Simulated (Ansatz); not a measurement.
# SnO: the band gap up the ladder of functionals

An exercise on one series of results from a longer session: the logs are not shown, and one member is left open.

The runs shown are made with Ansatz 0.2.0. PAW datasets, plane waves. No spin polarisation and no zero-point or thermal motion.

## The structure to begin with

The cell was relaxed beforehand with r2SCAN+rVV10.

Space group P4/nmm (No. 129), tetragonal; a = 3.793 Å, c = 4.767 Å in the conventional setting, 17.14 Å³ an atom. Sn has 4 O at 2.22 Å; O has 4 Sn at 2.22 Å.

Coordinates:

```cif
data_structure
_symmetry_space_group_name_H-M 'P4/nmm:1'
_symmetry_Int_Tables_number 129
_cell_length_a 3.7927
_cell_length_b 3.7927
_cell_length_c 4.7666
_cell_angle_alpha 90.000
_cell_angle_beta 90.000
_cell_angle_gamma 90.000
_cell_volume 68.57
loop_
_atom_site_label
_atom_site_type_symbol
_atom_site_symmetry_multiplicity
_atom_site_Wyckoff_symbol
_atom_site_fract_x
_atom_site_fract_y
_atom_site_fract_z
_atom_site_occupancy
Sn1 Sn 2 c 0.50000 0.00000 0.74058 1
O1 O 2 b 0.50000 0.50000 0.50000 1
```

The first run:

input.yaml reads:

```yaml
crystal:
  lattice:
    - [2.6818449265, -2.6818393007, 0.0]
    - [2.6818449265, 2.6818393007, 0.0]
    - [0.0, 0.0, 9.5332225645]
  atoms:
    - { symbol: Sn, position: [1.82419e-05, -1.82419e-05, -0.0012115306] }
    - { symbol: Sn, position: [-1.82419e-05, 1.82419e-05, 0.4987884694] }
    - { symbol: Sn, position: [0.4999817581, 0.5000182419, 0.2582115307] }
    - { symbol: Sn, position: [0.5000182419, 0.4999817581, 0.7582115307] }
    - { symbol: O, position: [0.9999794524, 0.5000205476, 0.3785] }
    - { symbol: O, position: [2.05476e-05, 0.4999794524, 0.8785] }
    - { symbol: O, position: [0.4999794524, 2.05476e-05, 0.3785] }
    - { symbol: O, position: [0.5000205476, 0.9999794524, 0.8785] }
kpoints:
  mp_grid: { grid: [6, 6, 4] }
  band_path:
    path:
      - [[0.0, 0.0, 0.0], [2.401884149847e-17, 0.4999999999989, 4.034719850385e-19], [0.5, 0.5000010488675, 8.06944816456e-19], [0.0, 0.0, 0.0], [1.292601651162e-19, 1.292601651162e-19, 1.0], [2.414810166358e-17, 0.4999999999989, 1.0], [0.5, 0.5000010488675, 1.0], [1.292601651162e-19, 1.292601651162e-19, 1.0]]
      - [[2.401884149847e-17, 0.4999999999989, 4.034719850385e-19], [2.414810166358e-17, 0.4999999999989, 1.0]]
      - [[0.5, 0.5000010488675, 8.06944816456e-19], [0.5, 0.5000010488675, 1.0]]
    npoints: 10
hamiltonian:
  xc: pbe
scf:
  occupations: { method: fermi_dirac, width: 0.02 }
  n_extra_bands: 6
output:
  forces: true
  stress: true
  eigenvalues: true
```

Launch:

```sh
$ ansatz run input.yaml --threads 2 --pin off --max-ram 20275MiB --backend cpu --events-out ev --progress --plain --runs-dir out
```

Among the steps run: PBE bands along the symmetry lines; r2SCAN; HSE06 at the same geometry; Single point with PBE+SOC.

One table of the session follows, with a row left open; its other results are not shown here.

| level | gap (eV) |
| --- | --- |
| PBE | -0.07 |
| r2SCAN | 0.04 |
| HSE06 | 0.26 |
| PBE+SOC | ? |

**Question.** Estimate the row for PBE+SOC.

As computed: gap (eV): -0.08. In the column «gap (eV)» it is the lowest.

Meshes: PBE 6×6×4, r2SCAN 6×6×4, HSE06 4×4×2, PBE+SOC 6×6×4

In words: PBE finds no gap, while r2SCAN, HSE06 open one of up to 0.26 eV: the level of theory decides whether this is called a metal.

Limits of these values: Warnings in the runs' records: stress scf threshold loose, stress exchange threshold loose.
